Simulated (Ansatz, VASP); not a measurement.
# Two plane-wave programs on TiAl3

```
Ti Al
1.0
     3.91113    0.00000    0.00000
     0.00000    3.91113    0.00000
     0.00000    0.00000    3.91113
Ti Al
1 3
Direct
  0.00000 0.00000 0.00000
  0.50000 0.50000 0.00000
  0.50000 0.00000 0.50000
  0.00000 0.50000 0.50000
```

Alike in both runs: task relaxation of cell and atoms; functional LDA; k mesh 8 × 8 × 8; occupations fermi-dirac, width 0.15 eV; no spin polarisation.

|  | VASP | Ansatz |
| --- | --- | --- |
| version | VASP 6.6.1 | Ansatz 0.2.0 |
| potentials or method | VASP PAW LDA potentials, release 64 (Ti_sv, Al) | scalar-relativistic, plane waves, PAW |
| plane-wave cutoff (eV) | 600 | 420 |
| valence electrons in the cell | 21 | 21 |

Ansatz gave:

| Property | Result |
| --- | --- |
| gap on the k mesh at the Fermi level, each at its own relaxed structure (eV) | none |
| relaxed volume (Å³/atom) | 14.98 |
| relaxed cell length with the largest relative difference (Å) | 3.913 |

Question: Which values does VASP return?

Answer: gap on the k mesh at the Fermi level, each at its own relaxed structure (eV): none; relaxed volume (Å³/atom): 15.00; relaxed cell length with the largest relative difference (Å): 3.915.

A gap of «none» marks a metal or a gap that the smearing closes. Ansatz warned: «pseudo_functional_mismatch».
